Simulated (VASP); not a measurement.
# SnTe (Fm-3m) in VASP: notebook

The runs below take SnTe through relaxation of cell and atoms, with PBE.

All numbers are computed with VASP 6.6.1; they aren't measurements. Logs are shortened: lines on timing, memory, paths and dates and some standing lists are left out, and cuts for length are marked.

## Step 1: Starting point

The structure is cubic, space group Fm-3m (No. 225). Conventional cell: a = 6.302 Å, b = 6.302 Å, c = 6.302 Å, α = 90.00°, β = 90.00°, γ = 90.00°. Sn (site symmetry m-3m) has 6 Te at 3.15 Å as nearest neighbours. Te (site symmetry m-3m) has 6 Sn at 3.15 Å as nearest neighbours.

## Step 2: Relaxation of cell and atoms, PBE

Contents of INCAR:

```
ALGO     = Fast           # electronic algorithm
AMIX     = 0.2          
EDIFF    = 1E-7           # SCF threshold, eV
EDIFFG   = -0.002         # ionic threshold
ENCUT    = 520            # plane-wave cutoff, eV
GGA      = PE             # functional
IBRION   = 2              # ionic algorithm
ISIF     = 3              # what is computed and relaxed
ISMEAR   = 0              # smearing method
LASPH    = T              # aspherical terms in the spheres
LCHARG   = F              # write CHGCAR
LREAL    = F              # projectors in reciprocal space
LWAVE    = F              # write WAVECAR
NELM     = 80             # most SCF steps
NSW      = 80             # ionic steps
PREC     = Accurate       # precision mode
SIGMA    = 0.02           # smearing width, eV
```

Contents of KPOINTS:

```
k-points
0
Gamma
  8 8 8
```

Contents of POSCAR:

```
SnTe
1.0
    0.0000000000      3.1508500000      3.1508500000
    3.1508500000      0.0000000000      3.1508500000
    3.1508500000      3.1508500000      0.0000000000
Sn Te
1 1
Direct
    0.0000000000      0.0000000000      0.0000000000
    0.5000000000      0.5000000000      0.5000000000
```

Potentials or basis: VASP PAW PBE potentials, release 64 (Sn_d, Te).

On the command line:

```sh
$ cat potpaw_PBE.64/Sn_d/POTCAR potpaw_PBE.64/Te/POTCAR > POTCAR
$ mpirun -np 1 vasp_std > vasp.out
```

OUTCAR:

```text
AMIX = 0.2
   EDIFF = 1E-7
   EDIFFG = -0.002
   ENCUT = 520
   GGA = PE
   IBRION = 2
   ISIF = 3
   ISMEAR = 0
   LASPH = T
   LREAL = F
   NELM = 80
   NSW = 80
   PREC = Accurate

 ion  position               nearest neighbor table
   1  0.000  0.000  0.000-   2 3.15   2 3.15   2 3.15   2 3.15   2 3.15   2 3.15
   2  0.500  0.500  0.500-   1 3.15   1 3.15   1 3.15   1 3.15   1 3.15   1 3.15

  LATTYP: Found a face centered cubic cell.
 ALAT       =     6.3017000000

  Lattice vectors:

 A1 = (   0.0000000000,   3.1508500000,   3.1508500000)
 A2 = (   3.1508500000,   0.0000000000,   3.1508500000)
 A3 = (   3.1508500000,   3.1508500000,   0.0000000000)

Analysis of symmetry for initial positions (statically):
=====================================================================
 Subroutine PRICEL returns:
 Original cell was already a primitive cell.

 Routine SETGRP: Setting up the symmetry group for a
 face centered cubic supercell.

 Subroutine GETGRP returns: Found 48 space group operations
 (whereof 48 operations were pure point group operations)
 out of a pool of 48 trial point group operations.

The static configuration has the point symmetry O_h .

Analysis of symmetry for dynamics (positions and initial velocities):
=====================================================================
 Subroutine PRICEL returns:
 Original cell was already a primitive cell.

 Routine SETGRP: Setting up the symmetry group for a
 face centered cubic supercell.

 Subroutine GETGRP returns: Found 48 space group operations
 (whereof 48 operations were pure point group operations)
 out of a pool of 48 trial point group operations.

The dynamic configuration has the point symmetry O_h .

 Subroutine INISYM returns: Found 48 space group operations
 (whereof 48 operations are pure point group operations),
 and found     1 'primitive' translations

----------------------------------------------------------------------------------------

                                     Primitive cell

  volume of cell :      62.5624

  direct lattice vectors                    reciprocal lattice vectors
     0.000000000  3.150850000  3.150850000    -0.158687338  0.158687338  0.158687338
     3.150850000  0.000000000  3.150850000     0.158687338 -0.158687338  0.158687338
     3.150850000  3.150850000  0.000000000     0.158687338  0.158687338 -0.158687338

  length of vectors
     4.455974803  4.455974803  4.455974803     0.274854533  0.274854533  0.274854533

  position of ions in fractional coordinates (direct lattice)
     0.000000000  0.000000000  0.000000000
     0.500000000  0.500000000  0.500000000

  ion indices of the primitive-cell ions
   primitive index   ion index
                 1           1
                 2           2

----------------------------------------------------------------------------------------

 KPOINTS: k-points

Automatic generation of k-mesh.
 Grid dimensions read from file:
 generate k-points for:    8    8    8

 Generating k-lattice:

  Cartesian coordinates                     Fractional coordinates (reciprocal lattice)
    -0.019835917  0.019835917  0.019835917     0.125000000  0.000000000  0.000000000
     0.019835917 -0.019835917  0.019835917     0.000000000  0.125000000  0.000000000
     0.019835917  0.019835917 -0.019835917     0.000000000  0.000000000  0.125000000

  Length of vectors
     0.034356817  0.034356817  0.034356817

  Shift w.r.t. Gamma in fractional coordinates (k-lattice)
     0.000000000  0.000000000  0.000000000

 Subroutine IBZKPT returns following result:
 ===========================================

 Found     29 irreducible k-points:

 Following reciprocal coordinates:
            Coordinates               Weight
  0.000000  0.000000  0.000000      1.000000
  0.125000  0.000000  0.000000      8.000000
  0.250000  0.000000  0.000000      8.000000
  0.375000  0.000000  0.000000      8.000000
  0.500000  0.000000  0.000000      4.000000
  0.125000  0.125000  0.000000      6.000000
[... 16 lines left out ...]
  0.500000  0.250000  0.125000     48.000000
 -0.375000  0.250000  0.125000     24.000000
 [... further k-points ...]
   k-points           NKPTS =     29   k-points in BZ     NKDIM =     29   number of bands    NBANDS=     14
   number of dos      NEDOS =    301   number of ions     NIONS =      2
   total plane-waves  NPLWV =  46656
   dimension x,y,z NGX =    36 NGY =   36 NGZ =   36
   dimension x,y,z NGXF=    72 NGYF=   72 NGZF=   72
   ions per type =               1   1
   NGX,Y,Z   is equivalent  to a cutoff of  13.43, 13.43, 13.43 a.u.
   NGXF,Y,Z  is equivalent  to a cutoff of  26.86, 26.86, 26.86 a.u.
 SYSTEM =  unknown system
   PREC   = accura    normal or accurate (medium, high low for compatibility)
   ISTART =      0    job   : 0-new  1-cont  2-samecut
   ICHARG =      2    charge: 1-file 2-atom 10-const
   ISPIN  =      1    spin polarized calculation?
   LNONCOLLINEAR =      F non collinear calculations
   LSORBIT =      F    spin-orbit coupling
   LASPH  =      T    aspherical Exc in radial PAW
   ENCUT  =  520.0 eV  38.22 Ry    6.18 a.u.   8.29  8.29  8.29*2*pi/ulx,y,z
   NELM   =     80;   NELMIN=  2; NELMDL= -5     # of ELM steps
   EDIFF  = 0.1E-06   stopping-criterion for ELM
   LREAL  =      F    real-space projection
   EDIFFG = -.2E-02   stopping-criterion for IOM
   NSW    =     80    number of steps for IOM
   IBRION =      2    ionic relax: 0-MD 1-quasi-New 2-CG
   NFREE  =      1    steps in history (QN), initial steepest desc. (CG)
   ISIF   =      3    stress and relaxation
   ISYM   =      2    0-nonsym 1-usesym 2-fastsym
   POTIM  = 0.5000    time-step for ionic-motion
   TEBEG  =    0.0;   TEEND  =   0.0 temperature during run
   PSTRESS=    0.0 pullay stress
   NELECT =      20.0000    total number of electrons
   NUPDOWN=      -1.0000    fix difference up-down
   EMIN   =  10.00;   EMAX   =-10.00  energy-range for DOS
   EFERMI =   0.00;   METHOD = LEGACY
   ISMEAR =     0;   SIGMA  =   0.02  broadening in eV -4-tet -1-fermi 0-gaus
   EFERMI_NEDOS =   21; number of points for ismear=-14 and -15
   IALGO  =     68    algorithm
   IMIX   =      4    mixing-type and parameters
     AMIX     =   0.20;   BMIX     =  1.00
     AMIX_MAG =   0.80;   BMIX_MAG =  1.00
  volume/ion in A,a.u.               =      31.28       211.10
  Fermi-wavevector in a.u.,A,eV,Ry     =   1.119387  2.115336 17.048485  1.253028
  Thomas-Fermi vector in A             =   2.256026
   LORBIT       =      0    0 simple, 1 ext, 2 COOP (PROOUT), +10 PAW based schemes
   GGA     = PE    functional components
   LHFCALC =     F    Hartree Fock is set to
   AEXX    =    0.0000 exact exchange contribution
   IVDW    =     0    specifies the selected vdW correction
   LEPSILON=     F    determine dielectric tensor
   LRPA    =     F    only Hartree local field effects (RPA)
 conjugate gradient relaxation of ions
 non-spin polarized calculation
 RMM-DIIS sequential band-by-band and
 Gauss-broadening in eV      SIGMA  =   0.02
  energy-cutoff  :      520.00
  volume of cell :       62.56
 maximum number of plane-waves:      1708
 NGX is ok and might be reduce to    36
   NGX = 17   NGY = 17   NGZ = 17

--------------------------------------- Ionic step        1  -------------------------------------------

 number of electron      19.9999998 magnetization

 Free energy of the ion-electron system (eV)
  ---------------------------------------------------
  ext. energy  EPLUGINS =         0.00000000
  ---------------------------------------------------
  free energy    TOTEN  =        -7.54100333 eV

  energy without entropy =       -7.54100278  energy(sigma->0) =       -7.54100306

------------------------ aborting loop because EDIFF is reached ----------------------------------------

  FORCE on cell =-STRESS in cart. coord.  units (eV):
  Direction    XX          YY          ZZ          XY          YZ          ZX
  --------------------------------------------------------------------------------------
  -------------------------------------------------------------------------------------
  Total        0.8843316      0.8843316      0.8843316     -0.0000000      0.0000000      0.0000000
  in kB       22.6470964     22.6470964     22.6470964     -0.0000000      0.0000000      0.0000000
  external PRESSURE =      22.6470964 kB  Pullay stress =       0.0000000 kB
[... 201 lines left out ...]
  energy  without entropy=       -7.5631514907  energy(sigma->0) =       -7.56316576

--------------------------------------- Ionic step        7  -------------------------------------------

 number of electron      20.0000005 magnetization

 Free energy of the ion-electron system (eV)
  ---------------------------------------------------
  ext. energy  EPLUGINS =         0.00000000
  ---------------------------------------------------
  free energy    TOTEN  =        -7.56318035 eV

  energy without entropy =       -7.56315129  energy(sigma->0) =       -7.56316582

 E-fermi :   6.3389     XC(G=0):  -9.2615

 val. band max:        6.3120363910   @ k =   0.5000   0.0000   0.0000
 cond. band min:       6.3657428814   @ k =   0.5000   0.0000   0.0000
 fundamental gap:      0.0537064904
 Fermi energy:         6.3388896365

 k-point     1 :       0.0000    0.0000    0.0000
  band No.  band energies     occupation
      1     -15.5691      2.00000
      2     -15.5691      2.00000
      3     -15.5661      2.00000
      4     -15.5661      2.00000
      5     -15.5661      2.00000
      6      -6.1058      2.00000
      7       1.4446      2.00000
      8       4.3182      2.00000
      9       4.3182      2.00000
     10       4.3182      2.00000
     11       9.5577      0.00000
     12       9.5577      0.00000
     13       9.5577      0.00000
     14      11.1650      0.00000
[... 375 lines left out ...]
 k-point    24 :      -0.3750    0.2500    0.1250
  band No.  band energies     occupation
      1     -15.5754      2.00000
      2     -15.5709      2.00000
      3     -15.5636      2.00000
      4     -15.5620      2.00000
      5     -15.5595      2.00000
      6      -4.7945      2.00000
      7      -1.4050      2.00000
      8       2.7999      2.00000
      9       3.1494      2.00000
     10       5.3999      2.00000
     11       6.8646      0.00000
     12       9.1394      0.00000
     13       9.7204      0.00000
     14      12.3620      0.00000

 [... further k-points ...]

------------------------ aborting loop because EDIFF is reached ----------------------------------------

  FORCE on cell =-STRESS in cart. coord.  units (eV):
  Direction    XX          YY          ZZ          XY          YZ          ZX
  --------------------------------------------------------------------------------------
  -------------------------------------------------------------------------------------
  Total        0.0023320      0.0023320      0.0023320     -0.0000000     -0.0000000      0.0000000
  in kB        0.0566884      0.0566884      0.0566884     -0.0000000     -0.0000000      0.0000000
  external PRESSURE =       0.0566884 kB  Pullay stress =       0.0000000 kB
[... 17 lines left out ...]
  FREE ENERGIE OF THE ION-ELECTRON SYSTEM (eV)
  ---------------------------------------------------
  free  energy   TOTEN  =        -7.5631803537 eV

  energy  without entropy=       -7.5631512897  energy(sigma->0) =       -7.56316582

 reached required accuracy - stopping structural energy minimisation
```

Run time: 1.9 min. Hardware: 1 thread of AMD EPYC 9R14 (Zen 4), shared host; peak memory 0.2 GiB.

What came out:

```yaml
Free_energy: -7.5632 eV
Relaxed_volume: 32.95 Å³/atom
Relaxed_cell: a = 4.534 Å, b = 4.534 Å, c = 4.534 Å, α = 60.00°, β = 60.00°, γ = 60.00°
Space_group_after_relaxing_to_0.05_Å: Fm-3m (No. 225)
Energy_gained_by_relaxing: 11.1 meV/atom
Ionic_steps: 7
Pressure_after_relaxing: 0.0 GPa
Band_gap_on_the_k_mesh: 0.05 eV, direct
```

The path:
```tsv
step	energy change (eV)	largest force (eV/Å)	pressure (GPa)	volume (Å³)
1	0.0000	0.0000	2.26	62.56
2	-0.0211	0.0000	-0.45	66.65
3	-0.0222	0.0000	0.03	65.86
4	-0.0222	0.0000	-0.02	65.92
5	-0.0222	0.0000	0.04	65.90
6	-0.0222	0.0000	-0.02	65.92
7	-0.0222	0.0000	0.01	65.91
```

Final structure:
```
Sn Te
1.0
     0.00000    3.20605    3.20605
     3.20605    0.00000    3.20605
     3.20605    3.20605    0.00000
Sn Te
1 1
Direct
  0.00000 0.00000 0.00000
  0.50000 0.50000 0.50000
```

Levels at points of the mesh, in eV from the valence-band top:
| k point | band 7 | band 8 | band 9 | band 10 | band 11 | band 12 | band 13 | band 14 |
| --- | --- | --- | --- | --- | --- | --- | --- | --- |
| (0.00, 0.00, 0.00) | -4.87 | -1.99 | -1.99 | -1.99 | 3.25 | 3.25 | 3.25 | 4.85 |
| (0.50, 0.00, 0.00) | -8.06 | -1.67 | -1.67 | 0.00 | 0.05 | 0.45 | 0.45 | 7.67 |
| (0.50, 0.50, 0.00) | -6.42 | -5.20 | -3.48 | -3.48 | 2.39 | 4.68 | 4.68 | 6.02 |

Caveat: spin-orbit coupling is left out, which moves the levels of the heavy elements. Zero-point motion and thermal expansion aren't in these numbers.

## Step 3: Relaxation of cell and atoms, PBE

This run uses another cell than the first one, of 32.95 Å³/atom, 1.053 times its volume.

INCAR is that of step 2.

KPOINTS is that of step 2.

Contents of POSCAR:

```
SnTe                                    
1.0
   -0.0000000000      3.2060454534      3.2060454534
    3.2060454534     -0.0000000000      3.2060454534
    3.2060454534      3.2060454534     -0.0000000000
  Sn              Te            
     1     1
Direct
     0.0000000000000000    0.0000000000000000    0.0000000000000000
     0.5000000000000000    0.5000000000000000    0.5000000000000000
```

Potentials or basis: VASP PAW PBE potentials, release 64 (Sn_d, Te).

On the command line:

```sh
$ cat potpaw_PBE.64/Sn_d/POTCAR potpaw_PBE.64/Te/POTCAR > POTCAR
$ mpirun -np 1 vasp_std > vasp.out
```

Run time: 53 s. Hardware: 1 thread of AMD EPYC 9R14 (Zen 4), shared host; peak memory 0.19 GiB.

It converged, with:

```
Free energy                            : -7.5638 eV
Relaxed volume                         : 32.95 Å³/atom
Relaxed cell                           : a = 4.534 Å, b = 4.534 Å, c = 4.534 Å, α = 60.00°, β = 60.00°, γ = 60.00°
Space group after relaxing (to 0.05 Å) : Fm-3m (No. 225)
Energy gained by relaxing              : 0.0 meV/atom
Ionic steps                            : 4
Pressure after relaxing                : 0.0 GPa
Band gap on the k mesh                 : 0.05 eV, direct
```

Final structure:
```
Sn Te
1.0
     0.00000    3.20582    3.20582
     3.20582    0.00000    3.20582
     3.20582    3.20582    0.00000
Sn Te
1 1
Direct
  0.00000 0.00000 0.00000
  0.50000 0.50000 0.50000
```

Levels at points of the mesh, in eV from the valence-band top:
```tsv
k point	band 6	band 7	band 8	band 9	band 10	band 11	band 12	band 13	band 14
(0.00, 0.00, 0.00)	-12.42	-4.87	-1.99	-1.99	-1.99	3.25	3.25	3.25	4.85
(0.50, 0.00, 0.00)	-11.27	-8.06	-1.67	-1.67	0.00	0.05	0.45	0.45	7.67
(0.50, 0.50, 0.00)	-11.01	-6.43	-5.21	-3.49	-3.49	2.39	4.68	4.68	6.02
```

Caveat: spin-orbit coupling is left out, which moves the levels of the heavy elements.
